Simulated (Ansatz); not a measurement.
What strain does to CdSe (zincblende)

CdSe in the zincblende structure, relaxed with r2SCAN in the plane-wave code Ansatz. Space group F-43m (No. 216), cubic; conventional cell a = 6.136 Å, 28.87 Å³ an atom. Cd is surrounded by 4 Se at 2.66 Å; Se is surrounded by 4 Cd at 2.66 Å.

The axes x, y and z are those of this cell:
```yaml
crystal:
  lattice:
    - [0.00000, 3.06778, 3.06778]
    - [3.06778, 0.00000, 3.06778]
    - [3.06778, 3.06778, 0.00000]
  atoms:
    - { symbol: Cd, position: [0.00000, 0.00000, 0.00000] }
    - { symbol: Se, position: [0.25000, 0.25000, 0.25000] }
```

Unstrained: The PBE gap is direct at Γ: 0.555 eV. The r2SCAN gap is direct at Γ: 1.037 eV. The HSE06 gap is direct at Γ: 1.483 eV. Meshes: PBE 8×8×8, r2SCAN 8×8×8, HSE06 6×6×6. Strains are changes of length per length. After each strain the atoms were relaxed again with r2SCAN within the symmetry that the strain leaves, so tilts or polar shifts that break it weren't tested; points keep the names that they have in the unstrained zone. The values are computed, spin-unpolarised, and not measurements.

Changes of the least gap in eV (an overlap counts as a negative gap):

| strain | volume change (%) | space group | PBE | r2SCAN | HSE06 | energy rise, r2SCAN (meV/atom) |
| --- | --- | --- | --- | --- | --- | --- |
| epitaxial +4.04 % in the plane normal to [111], free normal strain -3.54 % | +4.4 | R3m | -0.200 | -0.265 | -0.287 | 24.5 |
| isotropic -0.49 % on every length | -1.5 | F-43m | +0.031 | +0.033 | +0.037 | 0.9 |
| epitaxial -2.66 % in the xy plane, free normal strain +3.65 % | -1.8 | I-4m2 | -0.045 | -0.043 | -0.042 | 5.6 |

Epitaxial +4.04 % in the plane normal to [111], free normal strain -3.54 %. PBE: the gap goes from 0.555 to 0.355 eV (-0.200 eV); it turns from direct (Γ) to indirect ((-0.029, 0.005, 0.021) → Γ). r2SCAN: the gap goes from 1.037 to 0.772 eV (-0.265 eV); least and direct gap lie within 0.04 eV, so its kind isn't settled. HSE06: the gap goes from 1.483 to 1.196 eV (-0.287 eV); with r2SCAN the top three valence levels at Γ, degenerate before, become 1+2 from the top over 224 meV. Stress change with r2SCAN, compression positive: xx -2.11, yy -2.11, zz -2.11, xy +1.08, xz +1.08, yz +1.08 GPa.

Isotropic -0.49 % on every length. HSE06: the gap goes from 1.483 to 1.520 eV (+0.037 eV). Stress change with r2SCAN, compression positive: xx +0.78, yy +0.78, zz +0.78 GPa. For HSE06, dE_g/d ln V = -2.5 eV over this step.

Epitaxial -2.66 % in the xy plane, free normal strain +3.65 %. HSE06: the gap goes from 1.483 to 1.441 eV (-0.042 eV); with r2SCAN the top three valence levels at Γ, degenerate before, become 2+1 from the top over 225 meV. Stress change with r2SCAN, compression positive: xx +1.27, yy +1.27, zz +0.07 GPa.

Spin-orbit coupling is left out.

Where an edge lies off the special points, it is a point of the mesh or the k point where a search put PBE's edge or least direct gap, reused for the other functionals, whose own edges may lie a little apart.

Coordinates of k points refer to the reciprocal vectors of the primitive cell of the runs.

The meshes of the hybrids are coarse, so their gaps aren't converged to the digits shown.

The splittings at Γ are without spin-orbit coupling, which regroups them where it is of like size or larger.
